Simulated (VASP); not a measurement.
# Mg in VASP: further runs, part 2 of 2

VASP 6.6.1.

## (3) Relaxation of the atoms, PBE+D3(BJ) (the (0 0 1) slab of Mg, cut from the database cell, not relaxed)

INCAR reads:

```
  ALGO = Normal
  DIPOL = 0.5 0.5 0.500
  EDIFF = 1E-7
  EDIFFG = -0.01
  ENCUT = 520
  GGA = PE
  IBRION = 2
  IDIPOL = 3
  ISIF = 2
  ISMEAR = 0
  IVDW = 12
  LASPH = T
  LCHARG = F
  LDIPOL = T
  LREAL = F
  LWAVE = F
  NELM = 100
  NSW = 40
  PREC = Accurate
  SIGMA = 0.05
```

KPOINTS reads:

```
k-points
0
Gamma
  10 10 1
```

POSCAR reads:

```
Mg
1.0
    3.1853886285      0.0000000000      0.0000000000
   -1.5926943142      2.7586274731      0.0000000000
    0.0000000000      0.0000000000     22.6998773267
Mg
4
Selective dynamics
Direct
    0.6666666667      0.3333333333      0.3303982613  F F F
    0.3333333333      0.6666666667      0.4437577670  F F F
    0.6666666666      0.3333333333      0.5562422330  T T T
    0.3333333333      0.6666666667      0.6696017387  T T T
```

Potentials or basis: VASP PAW PBE potentials, release 64 (Mg).

Run with:

```
cat potpaw_PBE.64/Mg/POTCAR > POTCAR
mpirun -np 1 vasp_std > vasp.out
```

OUTCAR:

```text
EDIFF = 1E-7
   EDIFFG = -0.01
   ENCUT = 520
   GGA = PE
   IBRION = 2
   ISIF = 2
   ISMEAR = 0
   IVDW = 12
   LASPH = T
   LREAL = F
   NELM = 100
   NSW = 40
   PREC = Accurate
 IVDW          = 12

 ion  position               nearest neighbor table
   1  0.667  0.333  0.330-   2 3.16   2 3.16   2 3.16
   2  0.333  0.667  0.444-   3 3.15   3 3.15   3 3.15   1 3.16   1 3.16   1 3.16
   3  0.667  0.333  0.556-   2 3.15   2 3.15   2 3.15   4 3.16   4 3.16   4 3.16
   4  0.333  0.667  0.670-   3 3.16   3 3.16   3 3.16

  LATTYP: Found a hexagonal cell.
 ALAT       =     3.1853886285
 C/A-ratio  =     7.1262505063

  Lattice vectors:

 A1 = (   3.1853886285,   0.0000000000,   0.0000000000)
 A2 = (  -1.5926943142,   2.7586274731,   0.0000000000)
 A3 = (   0.0000000000,   0.0000000000,  22.6998773267)

Analysis of symmetry for initial positions (statically):
=====================================================================
 Subroutine PRICEL returns:
 Original cell was already a primitive cell.

 Routine SETGRP: Setting up the symmetry group for a
 hexagonal supercell.
[... 426 lines left out ...]

 dipolmoment           0.000000      0.000000      0.000034 electrons x Angstroem

--------------------------------------- Ionic step        7  -------------------------------------------

 number of electron       8.0000000 magnetization

 dipolmoment           0.000000      0.000000     -0.000001 electrons x Angstroem

 Free energy of the ion-electron system (eV)
  ---------------------------------------------------
  ext. energy  EPLUGINS =         0.00000000
  ---------------------------------------------------
  free energy    TOTEN  =        -5.44343340 eV

  energy without entropy =       -5.43912029  energy(sigma->0) =       -5.44127685

 E-fermi :  -0.5702     XC(G=0):  -4.6609

 val. band max:       -0.8919267129   @ k =   0.4000   0.0000   0.0000
 cond. band min:      -0.5558494872   @ k =   0.4000   0.1000   0.0000
 fundamental gap:      0.3360772257
 Fermi energy:        -0.5702250473

 k-point     1 :       0.0000    0.0000    0.0000
  band No.  band energies     occupation
      1      -7.4459      2.00000
      2      -6.6380      2.00000
      3      -5.3254      2.00000
      4      -3.5569      2.00000
      5      -1.7968      2.00000
      6       0.4203      0.00000
      7       2.0141      0.00000
      8       3.0277      0.00000
[... 133 lines left out ...]
 k-point    14 :       0.3000    0.3000    0.0000
  band No.  band energies     occupation
      1      -2.2589      2.00000
      2      -1.5067      2.00000
      3      -0.4792      0.01005
      4      -0.4633      0.00248
      5      -0.3805      0.00000
      6       0.2712      0.00000
      7       0.6477      0.00000
      8       1.7174      0.00000

------------------------ aborting loop because EDIFF is reached ----------------------------------------

 vacuum level on the upper side and lower side of the slab       (xc-potential included)        -0.220        -0.190

 Edisp (eV)   -0.89499

 E8    (eV) :    -0.4048

  FORCE on cell =-STRESS in cart. coord.  units (eV):
  Direction    XX          YY          ZZ          XY          YZ          ZX
  --------------------------------------------------------------------------------------
  -------------------------------------------------------------------------------------
  Total      -1.87532    -1.87532     0.11269    -0.00000     0.00000    -0.00000
  in kB     -15.06281   -15.06281     0.90514    -0.00000     0.00000    -0.00000
  external pressure =       -9.74 kB  Pullay stress =        0.00 kB
[... 19 lines left out ...]
  FREE ENERGIE OF THE ION-ELECTRON SYSTEM (eV)
  ---------------------------------------------------
  free  energy   TOTEN  =        -6.3384271785 eV

  energy  without entropy=       -6.3341140709  energy(sigma->0) =       -6.33627062

 reached required accuracy - stopping structural energy minimisation

 vacuum level on the upper side and lower side of the slab         2.803         2.832
```

OSZICAR:

```text
N       E                     dE             d eps       ncg     rms          rms(c)
DAV:   1     0.135446096525E+02    0.13545E+02   -0.25068E+03   224   0.669E+02
DAV:   2    -0.540926831463E+01   -0.18954E+02   -0.18531E+02   360   0.622E+01
DAV:   3    -0.558087309866E+01   -0.17160E+00   -0.17060E+00   288   0.951E+00
[... 67 lines left out ...]
DAV:   3    -0.544343324769E+01   -0.27488E-05   -0.10390E-04   392   0.507E-02    0.607E-03
DAV:   4    -0.544343341642E+01   -0.16873E-06   -0.91971E-05   304   0.364E-02    0.467E-03
DAV:   5    -0.544343278262E+01    0.63379E-06   -0.25265E-05   376   0.189E-02    0.213E-03
DAV:   6    -0.544343331545E+01   -0.53283E-06   -0.18160E-06   288   0.906E-03    0.539E-04
DAV:   7    -0.544343340232E+01   -0.86866E-07   -0.11700E-07   328   0.218E-03
   7 F= -.63384272E+01 E0= -.63362706E+01  d E =-.499966E-03
```

CONTCAR:

```text
Mg
   1.00000000000000
     3.1853886285000002    0.0000000000000000    0.0000000000000000
    -1.5926943142000001    2.7586274730999998    0.0000000000000000
     0.0000000000000000    0.0000000000000000   22.6998773267000011
  Mg
     4
Selective dynamics
Direct
     0.6666666667000030    0.3333333332999970    0.3303982612999974   F   F   F
     0.3333333332999970    0.6666666667000030    0.4437577670000010   F   F   F
     0.6666666666000012    0.3333333332999970    0.5589860550495412   T   T   T
     0.3333333332999970    0.6666666667000030    0.6733198063857617   T   T   T

  0.00000000E+00  0.00000000E+00  0.00000000E+00
  0.00000000E+00  0.00000000E+00  0.00000000E+00
  0.00000000E+00  0.00000000E+00  0.00000000E+00
  0.00000000E+00  0.00000000E+00  0.00000000E+00
```

Run time: 2.3 min. Hardware: 1 thread of Intel Xeon Platinum 8375C at 2.90GHz (Ice Lake), shared host; peak memory 0.31 GiB.

Results:

```
Free energy                : -6.3384 eV
Energy gained by relaxing  : 0.9 meV/atom
Ionic steps                : 7
Band gap on the k mesh     : none (metal or under the smearing width)
Dispersion energy per atom : -0.224 eV
```

Step by step:
```tsv
step	energy change (eV)	largest force (eV/Å)	pressure (GPa)
1	0.0000	0.0498	-0.85
2	-0.0002	0.0487	-0.85
3	-0.0009	0.0476	-0.86
4	-0.0019	0.0452	-0.88
5	-0.0031	0.0409	-0.92
6	-0.0032	0.0394	-0.94
7	-0.0037	0.0410	-0.97
```

Final structure:
```
CELL_PARAMETERS angstrom
3.18539 0.00000 0.00000
-1.59269 2.75863 0.00000
0.00000 0.00000 22.69988
ATOMIC_POSITIONS crystal
Mg 0.66667 0.33333 0.33040
Mg 0.33333 0.66667 0.44376
Mg 0.66667 0.33333 0.55899
Mg 0.33333 0.66667 0.67332
```

Levels at points of the mesh, in eV from the Fermi level:
```csv
k point,band 1,band 2,band 3,band 4,band 5,band 6,band 7,band 8
"(0.00, 0.00, 0.00)",-6.88,-6.07,-4.76,-2.99,-1.23,0.99,2.58,3.60
"(0.50, 0.00, 0.00)",-2.08,-2.05,-1.35,-1.28,0.04,0.17,1.68,1.96
```

## (4) Single point, HSE03+D4 (the (0 0 1) slab of Mg, cut from the database cell, not relaxed)

POSCAR reads:

```
Mg
1.0
    3.1853886285      0.0000000000      0.0000000000
   -1.5926943142      2.7586274731      0.0000000000
    0.0000000000      0.0000000000     22.6998773267
Mg
4
Direct
    0.6666666667      0.3333333333      0.3303982613
    0.3333333333      0.6666666667      0.4437577670
    0.6666666666      0.3333333333      0.5562422330
    0.3333333333      0.6666666667      0.6696017387
```

INCAR.step1 reads:

```
SYSTEM = Mg
PREC = Accurate
ENCUT = 520
EDIFF = 1E-5
ISMEAR = -5
SIGMA = 0.05
LREAL = .FALSE.
LASPH = .TRUE.
NELM = 80
ALGO = Normal
ISIF = 2
LWAVE = .TRUE.
LCHARG = .FALSE.
NBANDS = 12
GGA = PE
```

INCAR.step2 reads:

```
SYSTEM = Mg
PREC = Accurate
ENCUT = 520
EDIFF = 1E-6
ISMEAR = -5
SIGMA = 0.05
LREAL = .FALSE.
LASPH = .TRUE.
NELM = 80
ALGO = Normal
ISIF = 2
LWAVE = .FALSE.
LCHARG = .FALSE.
GGA = PE
LHFCALC = .TRUE.
HFSCREEN = 0.3
PRECFOCK = Normal
IVDW = 13
NBANDS = 12
ISTART = 1
```

KPOINTS reads:

```
Automatic mesh
0
G
  6 6 1
  0 0 0
```

Potentials or basis: VASP PAW PBE potentials, release 64 (Mg).

Run with:

```
cat potpaw_PBE.64/Mg/POTCAR > POTCAR
cp INCAR.step1 INCAR
mpirun -np 1 vasp_std > vasp.out
cp INCAR.step2 INCAR
mpirun -np 1 vasp_std > vasp.out
```

OUTCAR:

```text
SYSTEM = Mg
   PREC = Accurate
   ENCUT = 520
   EDIFF = 1E-6
   ISMEAR = -5
   LREAL = .FALSE.
   LASPH = .TRUE.
   NELM = 80
   ISIF = 2
   GGA = PE
   LHFCALC = .TRUE.
   HFSCREEN = 0.3
   PRECFOCK = Normal
   IVDW = 13
   ISTART = 1

 ion  position               nearest neighbor table
   1  0.667  0.333  0.330-   2 3.16   2 3.16   2 3.16
   2  0.333  0.667  0.444-   3 3.15   3 3.15   3 3.15   1 3.16   1 3.16   1 3.16
   3  0.667  0.333  0.556-   2 3.15   2 3.15   2 3.15   4 3.16   4 3.16   4 3.16
[... 299 lines left out ...]

  Edisp (eV):   -0.31389

  FORCE on cell =-STRESS in cart. coord.  units (eV):
  Direction    XX          YY          ZZ          XY          YZ          ZX
  --------------------------------------------------------------------------------------
  -------------------------------------------------------------------------------------
  Total      -1.06972    -1.06972     0.40587    -0.00000    -0.00000    -0.00000
  in kB      -8.59216    -8.59216     3.26000    -0.00000    -0.00000    -0.00000
  external pressure =       -4.64 kB  Pullay stress =        0.00 kB

 VOLUME and BASIS-vectors are now :
 -----------------------------------------------------------------------------
  energy-cutoff  :      520.00
  volume of cell :      199.47
      direct lattice vectors                 reciprocal lattice vectors
     3.185388629  0.000000000  0.000000000     0.313933437  0.181249554  0.000000000
    -1.592694314  2.758627473  0.000000000     0.000000000  0.362499109  0.000000000
     0.000000000  0.000000000 22.699877327     0.000000000  0.000000000  0.044053102

 POSITION                                       TOTAL-FORCE (eV/Angst)
 -----------------------------------------------------------------------------------
      1.59269      0.91954      7.50000         0.000000     -0.000000     -0.100564
     -0.00000      1.83908     10.07325         0.000000     -0.000000      0.140383
      1.59269      0.91954     12.62663        -0.000000      0.000000     -0.140383
     -0.00000      1.83908     15.19988         0.000000      0.000000      0.100564
 -----------------------------------------------------------------------------------
    total drift:                               -0.000000      0.000000     -0.000000

  FREE ENERGIE OF THE ION-ELECTRON SYSTEM (eV)
  ---------------------------------------------------
  free  energy   TOTEN  =        -5.7746668906 eV

  energy  without entropy=       -5.7746668906  energy(sigma->0) =       -5.77466689
```

OUTCAR.step1:

```text
SYSTEM = Mg
   PREC = Accurate
   ENCUT = 520
   EDIFF = 1E-5
   ISMEAR = -5
   LREAL = .FALSE.
   LASPH = .TRUE.
[... 318 lines left out ...]
     -0.00000      1.83908     10.07325        -0.000000      0.000000      0.122262
      1.59269      0.91954     12.62663         0.000000     -0.000000     -0.122262
     -0.00000      1.83908     15.19988        -0.000000     -0.000000      0.122428
 -----------------------------------------------------------------------------------
    total drift:                               -0.000000     -0.000000     -0.000000

  FREE ENERGIE OF THE ION-ELECTRON SYSTEM (eV)
  ---------------------------------------------------
  free  energy   TOTEN  =        -5.3908112662 eV

  energy  without entropy=       -5.3908112662  energy(sigma->0) =       -5.39081127
```

It took 8.9 min on 1 thread of Intel Xeon Platinum 8375C at 2.90GHz (Ice Lake), shared host; peak memory 0.4 GiB.

What came out:

```yaml
Free_energy: -5.7747 eV
Largest_force: 0.140 eV/Å
Band_gap_on_the_k_mesh: none (metal or under the smearing width)
Dispersion_energy_per_atom: -0.078 eV
```

Forces on the atoms (eV/Å):
```
Mg   0.000  0.000 -0.101
Mg   0.000  0.000  0.140
Mg   0.000  0.000 -0.140
Mg   0.000  0.000  0.101
```

Caveat: the k mesh is coarse (spacing up to 0.38 Å⁻¹), so the values aren't converged, least of all with exact exchange; the PAW data sets were made with another functional, which shifts forces and pressure a little; tetrahedron occupations give inexact forces and stress in metals.

## (5) Overview

| task | level | cell | k mesh | smearing | dipole correction | atoms held fixed (from 0) | grid for exact exchange (PRECFOCK) | mesh quality | gap on the mesh (eV) |
| --- | --- | --- | --- | --- | --- | --- | --- | --- | --- |
| relaxation of the atoms | PBEsol | atoms relaxed from: the (0 0 1) slab of Mg, cut from the database cell, not relaxed | 10 × 10 × 1 | gaussian 0.05 eV | yes | [0, 1] | - | not flagged | none |
| relaxation of the atoms | PBE+D3(BJ) | atoms relaxed from: the (0 0 1) slab of Mg, cut from the database cell, not relaxed | 10 × 10 × 1 | gaussian 0.05 eV | yes | [0, 1] | - | not flagged | none |
| single point | HSE03+D4 | the (0 0 1) slab of Mg, cut from the database cell, not relaxed | 6 × 6 × 1 | tetrahedron | - | - | Normal | coarse | none |

Alike in all rows: potentials or basis VASP PAW PBE potentials, release 64 (Mg); no spin polarisation; cutoff (eV) 520.

Caveats: some runs use coarse meshes; the PAW data sets were made with another functional, which shifts forces and pressure a little (some runs); tetrahedron occupations give inexact forces and stress in metals (some runs).

Absolute energies hang on the potentials; compare differences alone.
